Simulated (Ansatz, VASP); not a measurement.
One calculation of Mo, two programs

File INCAR:

```
PREC = Accurate
ENCUT = 520
EDIFF = 1E-6
ISMEAR = -1
SIGMA = 0.1
LREAL = F
LASPH = T
NELM = 80
ALGO = Normal
ISIF = 2
LWAVE = F
LCHARG = F
GGA = PE
NBANDS = 13
```

The input KPOINTS:

```
regular mesh
0
Gamma
  20 20 20
```

Contents of POSCAR:

```
Mo
1.0
   -1.5813793950      1.5813793950      1.5813793950
    1.5813793950     -1.5813793950      1.5813793950
    1.5813793950      1.5813793950     -1.5813793950
Mo
1
Direct
    0.0000000000      0.0000000000      0.0000000000
```

Input for Ansatz:

```yaml
crystal:
  lattice:
    - [-1.581379395, 1.581379395, 1.581379395]
    - [1.581379395, -1.581379395, 1.581379395]
    - [1.581379395, 1.581379395, -1.581379395]
  atoms:
    - { symbol: Mo, position: [0.0, 0.0, 0.0] }
hamiltonian:
  xc: pbe
  pseudopotentials:
    kind: paw
    azcp:
      Mo: "pseudopotentials/Mo.paw.azcp"
basis:
  ecutwfc: 420
  fft_grid_basis: typed
kpoints:
  mp_grid: { grid: [20, 20, 20], shift: [0, 0, 0] }
magnetization:
  spin_polarized: false
scf:
  occupations: { method: fermi_dirac, width: 0.1 }
  lower_state_search: "off"
output:
  stress: true
```

Alike in both runs: task single point; functional PBE; k mesh 20 × 20 × 20; occupations fermi-dirac, width 0.1 eV; no spin polarisation.

|  | VASP | Ansatz |
| --- | --- | --- |
| version | VASP 6.6.1 | Ansatz 0.2.0 |
| potentials or method | VASP PAW PBE potentials, release 64 (Mo_sv) | plane waves (420 eV) with PAW, scalar-relativistic |
| plane-wave cutoff (eV) | 520 | 420 |
| valence electrons in the cell | 14 | 14 |

|  | VASP | Ansatz | Ansatz less VASP |
| --- | --- | --- | --- |
| pressure (GPa) | 0.1 | -0.4 | -0.51 |

The functional is the same, so the differences come from potentials, cutoffs and numerics.
